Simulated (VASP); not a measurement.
Crystal: WC (Qusongite).

```
CELL_PARAMETERS angstrom
2.90650 0.00000 0.00000
-1.45325 2.51710 0.00000
0.00000 0.00000 2.83660
ATOMIC_POSITIONS crystal
W 0.00000 0.00000 0.00000
C 0.66667 0.33333 0.50000
```

```yaml
Program: VASP 6.6.1
Task: relaxation of cell and atoms
Functional: PBEsol
Dispersion: D3(BJ)
Potentials_or_basis: VASP PAW PBE potentials, release 64 (W_sv, C)
Cutoff: 600 eV
k_mesh: 10 × 10 × 9
Occupations: fermi-dirac, width 0.05 eV
Spin: no spin polarisation
```

At the start: pressure -9.4 GPa; volume 10.38 Å³/atom.

Question: How do energy, volume and symmetry change on relaxing?

Answer: Over 9 steps the energy falls by 7.0 meV/atom and the volume is 10.14 Å³/atom (-2.3 %); space group P-6m2 (No. 187, to 0.05 Å).

The path:
```csv
step,energy change (eV),largest force (eV/Å),pressure (GPa),volume (Å³)
1,0.0000,0.0000,-9.36,20.75
2,0.1129,0.0000,32.78,18.99
3,-0.0139,0.0000,-0.29,20.30
4,-0.0139,0.0000,-0.11,20.29
5,-0.0139,0.0000,0.09,20.28
6,-0.0139,0.0000,0.19,20.27
7,-0.0140,0.0000,0.14,20.27
8,-0.0140,0.0000,-0.27,20.30
9,-0.0140,0.0000,0.00,20.28
```

Final structure:
```cif
data_structure
_symmetry_space_group_name_H-M 'P 1'
_symmetry_Int_Tables_number 1
_cell_length_a 2.8840
_cell_length_b 2.8840
_cell_length_c 2.8157
_cell_angle_alpha 90.000
_cell_angle_beta 90.000
_cell_angle_gamma 120.000
_cell_volume 20.28
loop_
_atom_site_label
_atom_site_type_symbol
_atom_site_fract_x
_atom_site_fract_y
_atom_site_fract_z
_atom_site_occupancy
W1 W 0.00000 0.00000 0.00000 1
C1 C 0.66667 0.33333 0.50000 1
```

Caveat: the PAW data sets were made with another functional, which shifts forces and pressure a little; pairwise dispersion overbinds metals, which lowers pressure and volume.
